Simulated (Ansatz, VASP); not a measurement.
# One calculation of Zr, two programs

```
CELL_PARAMETERS angstrom
0.00000 2.11693 2.11693
2.11693 0.00000 2.11693
2.11693 2.11693 0.00000
ATOMIC_POSITIONS crystal
Zr 0.00000 0.00000 0.00000
```

Alike in both runs: task single point; functional LDA; k mesh 14 × 14 × 14; occupations fermi-dirac, width 0.1 eV; no spin polarisation.

|  | VASP | Ansatz |
| --- | --- | --- |
| version | VASP 6.6.1 | Ansatz 0.2.0 |
| potentials or method | VASP PAW LDA potentials, release 64 (Zr_sv) | plane waves (420 eV) with PAW, scalar-relativistic |
| plane-wave cutoff (eV) | 520 | 420 |
| valence electrons in the cell | 12 | 12 |

Ansatz gave:

- pressure (GPa): 16.1

Q: Which values does VASP return?

A: Pressure (GPa): 16.2.

Ansatz warned: «pseudo_functional_mismatch».

Caveats: so large a pressure means that the cell lies far from this level's equilibrium, or that cutoff or potentials fall short (VASP).
